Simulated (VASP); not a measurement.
# WS2 in VASP: a series of runs

One slab, WS2, is run at these levels: PBE, LDA, PBEsol; tasks: core levels, band structure.

Program: VASP 6.6.1. These are calculated values, not measurements. Logs are shortened: lines on timing, memory, paths and dates and some standing lists are left out, and cuts for length are marked.

**1. The structure**

The cell holds a slab with vacuum, 12 atoms: a = 3.183 Å, b = 3.183 Å, c = 35.181 Å, α = 90.00°, β = 90.00°, γ = 120.00°.

**2. Core levels, PBE**

The input, INCAR:

```
PREC = Accurate
ENCUT = 520
EDIFF = 1E-7
ISMEAR = 0
SIGMA = 0.02
LREAL = False
LASPH = True
NELM = 80
ALGO = Normal
ISIF = 2
LWAVE = False
LCHARG = False
GGA = PE
ICORELEVEL = 1
```

The input, KPOINTS:

```
Automatic mesh
0
Gamma
  7 7 1
```

The input, POSCAR:

```
WS2
1.0
    3.1831225544      0.0000000000      0.0000000000
   -1.5915612772      2.7566649955      0.0000000000
    0.0000000000      0.0000000000     35.1805582101
W S
4 8
Direct
    0.3333333333      0.6666666667      0.5923166100
    0.3333333333      0.6666666667      0.2234000000
    0.6666666667      0.3333333333      0.7766000000
    0.6666666667      0.3333333333      0.4076833900
    0.3333333333      0.6666666667      0.8211496400
    0.3333333333      0.6666666667      0.4520236900
    0.6666666667      0.3333333333      0.6366210700
    0.6666666667      0.3333333333      0.2677418400
    0.3333333333      0.6666666667      0.7322581600
    0.3333333333      0.6666666667      0.3633789300
    0.6666666667      0.3333333333      0.5479763100
    0.6666666667      0.3333333333      0.1788503600
```

Potentials or basis: VASP PAW PBE potentials, release 64 (W_sv, S).

Launch:

```console
$ cat potpaw_PBE.64/W_sv/POTCAR potpaw_PBE.64/S/POTCAR > POTCAR
$ mpirun -np 1 vasp_std > vasp.out
```

OUTCAR:

```text
PREC = Accurate
   ENCUT = 520
   EDIFF = 1E-7
   ISMEAR = 0
   LREAL = False
   LASPH = True
   NELM = 80
   ISIF = 2
   GGA = PE

 ion  position               nearest neighbor table
   1  0.333  0.667  0.592-   7 2.41   7 2.41   7 2.41  11 2.41  11 2.41  11 2.41
   2  0.333  0.667  0.223-   8 2.41   8 2.41   8 2.41  12 2.42  12 2.42  12 2.42
   3  0.667  0.333  0.777-   9 2.41   9 2.41   9 2.41   5 2.42   5 2.42   5 2.42
   4  0.667  0.333  0.408-  10 2.41  10 2.41  10 2.41   6 2.41   6 2.41   6 2.41
   5  0.333  0.667  0.821-   3 2.42   3 2.42   3 2.42
   6  0.333  0.667  0.452-   4 2.41   4 2.41   4 2.41
   7  0.667  0.333  0.637-   1 2.41   1 2.41   1 2.41
   8  0.667  0.333  0.268-   2 2.41   2 2.41   2 2.41
   9  0.333  0.667  0.732-   3 2.41   3 2.41   3 2.41
  10  0.333  0.667  0.363-   4 2.41   4 2.41   4 2.41
  11  0.667  0.333  0.548-   1 2.41   1 2.41   1 2.41
  12  0.667  0.333  0.179-   2 2.42   2 2.42   2 2.42

  LATTYP: Found a hexagonal cell.
 ALAT       =     3.1831225544
 C/A-ratio  =    11.0522160579

  Lattice vectors:

 A1 = (   3.1831225544,   0.0000000000,   0.0000000000)
 A2 = (  -1.5915612772,   2.7566649955,   0.0000000000)
 A3 = (   0.0000000000,   0.0000000000,  35.1805582101)

Analysis of symmetry for initial positions (statically):
=====================================================================
 Subroutine PRICEL returns:
 Original cell was already a primitive cell.

 Routine SETGRP: Setting up the symmetry group for a
 hexagonal supercell.

 Subroutine GETGRP returns: Found 12 space group operations
 (whereof 12 operations were pure point group operations)
 out of a pool of 24 trial point group operations.

The static configuration has the point symmetry D_3d.

Analysis of symmetry for dynamics (positions and initial velocities):
=====================================================================
 Subroutine PRICEL returns:
 Original cell was already a primitive cell.

 Routine SETGRP: Setting up the symmetry group for a
 hexagonal supercell.

 Subroutine GETGRP returns: Found 12 space group operations
 (whereof 12 operations were pure point group operations)
 out of a pool of 24 trial point group operations.

The dynamic configuration has the point symmetry D_3d.

 Subroutine INISYM returns: Found 12 space group operations
 (whereof 12 operations are pure point group operations),
 and found     1 'primitive' translations

----------------------------------------------------------------------------------------

                                     Primitive cell

  volume of cell :     308.7025

  direct lattice vectors                    reciprocal lattice vectors
     3.183122554  0.000000000  0.000000000     0.314156927  0.181378586  0.000000000
    -1.591561277  2.756664995  0.000000000     0.000000000  0.362757173  0.000000000
     0.000000000  0.000000000 35.180558210     0.000000000  0.000000000  0.028424791

  length of vectors
     3.183122554  3.183122554 35.180558210     0.362757173  0.362757173  0.028424791

  position of ions in fractional coordinates (direct lattice)
     0.333333333  0.666666667  0.592316610
     0.333333333  0.666666667  0.223400000
     0.666666667  0.333333333  0.776600000
     0.666666667  0.333333333  0.407683390
     0.333333333  0.666666667  0.821149640
     0.333333333  0.666666667  0.452023690
     0.666666667  0.333333333  0.636621070
     0.666666667  0.333333333  0.267741840
     0.333333333  0.666666667  0.732258160
     0.333333333  0.666666667  0.363378930
     0.666666667  0.333333333  0.547976310
     0.666666667  0.333333333  0.178850360

  ion indices of the primitive-cell ions
   primitive index   ion index
                 1           1
                 2           2
                 3           3
                 4           4
                 5           5
                 6           6
                 7           7
[... 33 lines left out ...]
            Coordinates               Weight
  0.000000  0.000000  0.000000      1.000000
  0.142857  0.000000  0.000000      6.000000
  0.285714 -0.000000  0.000000      6.000000
  0.428571 -0.000000  0.000000      6.000000
  0.142857  0.142857  0.000000      6.000000
  0.285714  0.142857  0.000000     12.000000
  0.428571  0.142857  0.000000      6.000000
  0.285714  0.285714  0.000000      6.000000
   k-points           NKPTS =      8   k-points in BZ     NKDIM =      8   number of bands    NBANDS=     62
   number of dos      NEDOS =    301   number of ions     NIONS =     12
   total plane-waves  NPLWV = 155520
   dimension x,y,z NGX =    24 NGY =   24 NGZ =  270
   dimension x,y,z NGXF=    48 NGYF=   48 NGZF=  540
   ions per type =               4   8
   NGX,Y,Z   is equivalent  to a cutoff of  12.53, 12.53, 12.76 a.u.
   NGXF,Y,Z  is equivalent  to a cutoff of  25.07, 25.07, 25.52 a.u.
 SYSTEM =  unknown system
   PREC   = accura    normal or accurate (medium, high low for compatibility)
   ISTART =      0    job   : 0-new  1-cont  2-samecut
   ICHARG =      2    charge: 1-file 2-atom 10-const
   ISPIN  =      1    spin polarized calculation?
   LNONCOLLINEAR =      F non collinear calculations
   LSORBIT =      F    spin-orbit coupling
   LASPH  =      T    aspherical Exc in radial PAW
   ENCUT  =  520.0 eV  38.22 Ry    6.18 a.u.   5.92  5.92 65.41*2*pi/ulx,y,z
   NELM   =     80;   NELMIN=  2; NELMDL= -5     # of ELM steps
   EDIFF  = 0.1E-06   stopping-criterion for ELM
   LREAL  =      F    real-space projection
   EDIFFG = 0.1E-05   stopping-criterion for IOM
   NSW    =      0    number of steps for IOM
   IBRION =     -1    ionic relax: 0-MD 1-quasi-New 2-CG
   NFREE  =      0    steps in history (QN), initial steepest desc. (CG)
   ISIF   =      2    stress and relaxation
   ISYM   =      2    0-nonsym 1-usesym 2-fastsym
   POTIM  = 0.5000    time-step for ionic-motion
   TEBEG  =    0.0;   TEEND  =   0.0 temperature during run
   PSTRESS=    0.0 pullay stress
   NELECT =     104.0000    total number of electrons
   NUPDOWN=      -1.0000    fix difference up-down
   EMIN   =  10.00;   EMAX   =-10.00  energy-range for DOS
   EFERMI =   0.00;   METHOD = LEGACY
   ISMEAR =     0;   SIGMA  =   0.02  broadening in eV -4-tet -1-fermi 0-gaus
   EFERMI_NEDOS =   21; number of points for ismear=-14 and -15
   IALGO  =     38    algorithm
   IMIX   =      4    mixing-type and parameters
     AMIX     =   0.40;   BMIX     =  1.00
     AMIX_MAG =   1.60;   BMIX_MAG =  1.00
  volume/ion in A,a.u.               =      25.73       173.60
  Fermi-wavevector in a.u.,A,eV,Ry     =   1.139128  2.152640 17.655096  1.297613
  Thomas-Fermi vector in A             =   2.275832
   LORBIT       =      0    0 simple, 1 ext, 2 COOP (PROOUT), +10 PAW based schemes
   GGA     = PE    functional components
   LHFCALC =     F    Hartree Fock is set to
   AEXX    =    0.0000 exact exchange contribution
   IVDW    =     0    specifies the selected vdW correction
   LEPSILON=     F    determine dielectric tensor
   LRPA    =     F    only Hartree local field effects (RPA)
 non-spin polarized calculation
 Gauss-broadening in eV      SIGMA  =   0.02
  energy-cutoff  :      520.00
  volume of cell :      308.70
 maximum number of plane-waves:      8350
 NGX is ok and might be reduce to    24
   NGX = 11   NGY = 11   NGZ =131

 number of electron     104.0000000 magnetization

 Free energy of the ion-electron system (eV)
  ---------------------------------------------------
  ext. energy  EPLUGINS =         0.00000000
  ---------------------------------------------------
  free energy    TOTEN  =       -94.66100466 eV

  energy without entropy =      -94.66100466  energy(sigma->0) =      -94.66100466

 the core state eigenenergies are
   1-  1s -69460.2083  2s -11980.7574  2p -10474.3636  3s  -2753.3519  3p  -2307.4651
       3d  -1795.4269  4s   -561.7938  4p   -415.5795  4d   -230.4591  4f    -25.3553

   2-  1s -69460.2187  2s -11980.7673  2p -10474.3735  3s  -2753.3605  3p  -2307.4737
       3d  -1795.4356  4s   -561.8006  4p   -415.5860  4d   -230.4654  4f    -25.3607
[... 7 lines left out ...]
   5-  1s  -2396.4501  2s   -202.5142  2p   -147.2878
   6-  1s  -2396.4513  2s   -202.5215  2p   -147.2947
   7-  1s  -2396.4507  2s   -202.5218  2p   -147.2948
   8-  1s  -2396.4486  2s   -202.5186  2p   -147.2917
   9-  1s  -2396.4486  2s   -202.5186  2p   -147.2917
  10-  1s  -2396.4507  2s   -202.5218  2p   -147.2948
  11-  1s  -2396.4513  2s   -202.5215  2p   -147.2947
  12-  1s  -2396.4501  2s   -202.5142  2p   -147.2878

 E-fermi :   3.4941     XC(G=0):  -7.9901

 val. band max:        3.4027000501   @ k =   0.0000   0.0000   0.0000
 cond. band min:       4.8264108822   @ k =   0.1429   0.1429   0.0000
 fundamental gap:      1.4237108321
 Fermi energy:         3.4940899124

 k-point     1 :       0.0000    0.0000    0.0000
  band No.  band energies     occupation
      1     -71.0692      2.00000
      2     -71.0692      2.00000
      3     -71.0676      2.00000
      4     -71.0676      2.00000
      5     -35.3045      2.00000
      6     -35.3045      2.00000
[... 252 lines left out ...]
 k-point     5 :       0.1429    0.1429    0.0000
  band No.  band energies     occupation
      1     -71.0609      2.00000
      2     -71.0609      2.00000
      3     -71.0594      2.00000
      4     -71.0594      2.00000
      5     -35.3175      2.00000
      6     -35.3175      2.00000
      7     -35.3153      2.00000
      8     -35.3153      2.00000
      9     -35.2742      2.00000

------------------------ aborting loop because EDIFF is reached ----------------------------------------

  FORCE on cell =-STRESS in cart. coord.  units (eV):
  Direction    XX          YY          ZZ          XY          YZ          ZX
  --------------------------------------------------------------------------------------
  -------------------------------------------------------------------------------------
  Total        1.6530455      1.6530455      3.4365261      0.0000000     -0.0000000      0.0000000
  in kB        8.5793683      8.5793683     17.8356998      0.0000000     -0.0000000      0.0000000
  external PRESSURE =      11.6648121 kB  Pullay stress =       0.0000000 kB

 VOLUME and BASIS-vectors are now :
 -----------------------------------------------------------------------------
  energy-cutoff  :      520.00
  volume of cell :      308.70
      direct lattice vectors                 reciprocal lattice vectors
     3.183122554  0.000000000  0.000000000     0.314156927  0.181378586  0.000000000
    -1.591561277  2.756664995  0.000000000     0.000000000  0.362757173  0.000000000
     0.000000000  0.000000000 35.180558210     0.000000000  0.000000000  0.028424791

 POSITION                                       TOTAL-FORCE (eV/Angst)
 -----------------------------------------------------------------------------------
     -0.00000      1.83778     20.83803         0.000000      0.000000     -0.020929
     -0.00000      1.83778      7.85934        -0.000000      0.000000     -0.134990
      1.59156      0.91889     27.32122         0.000000     -0.000000      0.134990
      1.59156      0.91889     14.34253        -0.000000      0.000000      0.020929
     -0.00000      1.83778     28.88850        -0.000000     -0.000000      0.121243
     -0.00000      1.83778     15.90245        -0.000000      0.000000      0.214067
      1.59156      0.91889     22.39668        -0.000000      0.000000      0.233281
      1.59156      0.91889      9.41931        -0.000000      0.000000      0.195451
     -0.00000      1.83778     25.76125         0.000000     -0.000000     -0.195451
     -0.00000      1.83778     12.78387         0.000000      0.000000     -0.233281
      1.59156      0.91889     19.27811         0.000000     -0.000000     -0.214067
      1.59156      0.91889      6.29206         0.000000      0.000000     -0.121243
 -----------------------------------------------------------------------------------
    total drift:                                0.000000     -0.000000      0.000000

  FREE ENERGIE OF THE ION-ELECTRON SYSTEM (eV)
  ---------------------------------------------------
  free  energy   TOTEN  =       -94.6610046627 eV

  energy  without entropy=      -94.6610046627  energy(sigma->0) =      -94.66100466
```

Wall time 3.1 min (1 thread of Intel Xeon Platinum 8488C (Sapphire Rapids), shared host); peak memory 0.43 GiB.

Results:

| Item | Value |
| --- | --- |
| Free energy | -94.6610 eV |
| Largest force | 0.233 eV/Å |
| Band gap on the k mesh | 1.42 eV, indirect (least direct gap 2.38 eV) |

Forces on the atoms (eV/Å):
```
W    0.000  0.000 -0.021
W    0.000  0.000 -0.135
W    0.000  0.000  0.135
W    0.000  0.000  0.021
S    0.000  0.000  0.121
S    0.000  0.000  0.214
S    0.000  0.000  0.233
S    0.000  0.000  0.195
S    0.000  0.000 -0.195
S    0.000  0.000 -0.233
S    0.000  0.000 -0.214
S    0.000  0.000 -0.121
```

Levels at points of the mesh, in eV from the valence-band top:
```tsv
k point	band 49	band 50	band 51	band 52	band 53	band 54	band 55	band 56
(0.00, 0.00, 0.00)	-0.74	-0.47	-0.18	0.00	2.43	2.43	2.43	2.43
```

Core levels (eV, on the scale of the bands):
```tsv
atom	levels
1 W	1s -69460.2, 2s -11980.8, 2p -10474.4, 3s -2753.4, 3p -2307.5, 3d -1795.4, 4s -561.8, 4p -415.6, 4d -230.5, 4f -25.4
2 W	1s -69460.2, 2s -11980.8, 2p -10474.4, 3s -2753.4, 3p -2307.5, 3d -1795.4, 4s -561.8, 4p -415.6, 4d -230.5, 4f -25.4
3 W	1s -69460.2, 2s -11980.8, 2p -10474.4, 3s -2753.4, 3p -2307.5, 3d -1795.4, 4s -561.8, 4p -415.6, 4d -230.5, 4f -25.4
4 W	1s -69460.2, 2s -11980.8, 2p -10474.4, 3s -2753.4, 3p -2307.5, 3d -1795.4, 4s -561.8, 4p -415.6, 4d -230.5, 4f -25.4
5 S	1s -2396.5, 2s -202.5, 2p -147.3
6 S	1s -2396.5, 2s -202.5, 2p -147.3
```

Caveat: spin-orbit coupling is left out, which moves the levels of the heavy elements.

**3. Band structure, LDA**

POSCAR is that of step 2.

The input, INCAR.step1:

```
PREC     = Accurate       # precision mode
ENCUT    = 520            # plane-wave cutoff, eV
EDIFF    = 1E-6           # SCF threshold, eV
ISMEAR   = -1             # smearing method
SIGMA    = 0.05           # smearing width, eV
LREAL    = F              # projectors in reciprocal space
LASPH    = T              # aspherical terms in the spheres
NELM     = 100            # most SCF steps
ALGO     = Normal         # electronic algorithm
ISIF     = 2              # what is computed and relaxed
LWAVE    = F              # write WAVECAR
LCHARG   = T              # write CHGCAR
LMAXMIX  = 4              # l up to which the mixer works
GGA      = CA             # functional
```

The input, KPOINTS.step1:

```
Automatic mesh
0
Gamma
  7 7 1
```

The input, INCAR.step2:

```
PREC     = Accurate       # precision mode
ENCUT    = 520            # plane-wave cutoff, eV
EDIFF    = 1E-6           # SCF threshold, eV
ISMEAR   = 0              # smearing method
SIGMA    = 0.05           # smearing width, eV
LREAL    = F              # projectors in reciprocal space
LASPH    = T              # aspherical terms in the spheres
NELM     = 100            # most SCF steps
ALGO     = Normal         # electronic algorithm
ISIF     = 2              # what is computed and relaxed
LWAVE    = F              # write WAVECAR
LCHARG   = F              # write CHGCAR
LMAXMIX  = 4              # l up to which the mixer works
GGA      = CA             # functional
ICHARG   = 11             # starting density
```

The input, KPOINTS.step2:

```
path GMKGALHA,LM,KH
15
line-mode
reciprocal
 0.0000000000  0.0000000000  0.0000000000  G
 0.5000000000  0.0000000000  0.0000000000  M

 0.5000000000  0.0000000000  0.0000000000  M
 0.3333333333  0.3333333333  0.0000000000  K

 0.3333333333  0.3333333333  0.0000000000  K
 0.0000000000  0.0000000000  0.0000000000  G

 0.0000000000  0.0000000000  0.0000000000  G
 0.0000000000  0.0000000000  0.5000000000  A

 0.0000000000  0.0000000000  0.5000000000  A
 0.5000000000  0.0000000000  0.5000000000  L

 0.5000000000  0.0000000000  0.5000000000  L
 0.3333333333  0.3333333333  0.5000000000  H

 0.3333333333  0.3333333333  0.5000000000  H
 0.0000000000  0.0000000000  0.5000000000  A

 0.5000000000  0.0000000000  0.5000000000  L
 0.5000000000  0.0000000000  0.0000000000  M

 0.3333333333  0.3333333333  0.0000000000  K
 0.3333333333  0.3333333333  0.5000000000  H
```

Potentials or basis: VASP PAW LDA potentials, release 64 (W_sv, S).

Launch:

```console
$ cat potpaw_LDA.64/W_sv/POTCAR potpaw_LDA.64/S/POTCAR > POTCAR
$ cp INCAR.step1 INCAR
$ cp KPOINTS.step1 KPOINTS
$ mpirun -np 1 vasp_std > vasp.out
$ cp INCAR.step2 INCAR
$ cp KPOINTS.step2 KPOINTS
$ mpirun -np 1 vasp_std > vasp.out
```

It took 27 min on 1 thread of Intel Xeon Platinum 8375C at 2.90GHz (Ice Lake), shared host; peak memory 1.6 GiB.

Results (log left out):

```yaml
Band_gap_on_the_k_mesh: 1.35 eV, indirect (least direct gap 2.36 eV)
Band_gap_along_the_path: 1.28 eV, indirect (least direct gap 1.74 eV)
```

Levels at the corners of the path, in eV from the valence-band top:
```
point  band 48  band 49  band 50  band 51  band 52  band 53  band 54  band 55  band 56  band 57
    Γ    -1.85    -0.79    -0.49    -0.19     0.00     2.41     2.41     2.42     2.42     2.43
    M    -1.67    -1.42    -1.38    -1.35    -1.33     2.32     2.33     2.34     2.35     2.72
    M    -1.67    -1.42    -1.38    -1.35    -1.33     2.32     2.33     2.34     2.35     2.72
    K    -2.75    -0.54    -0.51    -0.47    -0.44     1.30     1.30     1.32     1.32     2.49
    K    -2.75    -0.54    -0.51    -0.47    -0.44     1.30     1.30     1.32     1.32     2.49
    Γ    -1.85    -0.79    -0.49    -0.19     0.00     2.41     2.41     2.41     2.42     2.43
    Γ    -1.85    -0.79    -0.49    -0.19     0.00     2.41     2.41     2.42     2.42     2.43
    A    -1.85    -0.79    -0.49    -0.19     0.00     2.41     2.41     2.42     2.42     2.44
    A    -1.85    -0.79    -0.49    -0.19     0.00     2.41     2.41     2.41     2.42     2.42
    L    -1.67    -1.42    -1.38    -1.35    -1.33     2.32     2.33     2.34     2.35     2.72
    L    -1.67    -1.42    -1.38    -1.35    -1.33     2.32     2.33     2.34     2.35     2.72
    H    -2.75    -0.54    -0.51    -0.47    -0.44     1.30     1.30     1.32     1.32     2.49
    H    -2.75    -0.54    -0.51    -0.47    -0.44     1.30     1.30     1.32     1.32     2.49
    A    -1.85    -0.79    -0.49    -0.19     0.00     2.41     2.41     2.41     2.42     2.43
    L    -1.67    -1.42    -1.38    -1.35    -1.33     2.32     2.33     2.34     2.35     2.72
    M    -1.67    -1.42    -1.38    -1.35    -1.33     2.32     2.33     2.34     2.35     2.72
    K    -2.75    -0.54    -0.51    -0.47    -0.44     1.30     1.30     1.32     1.32     2.49
    H    -2.75    -0.54    -0.51    -0.47    -0.44     1.30     1.30     1.32     1.32     2.49
```

Caveat: the log is that of the step along the path at fixed density, whose energy, stress, charges and moments have no meaning; spin-orbit coupling is left out, which moves the levels of the heavy elements.

(Part 1 of 2 ends here.)
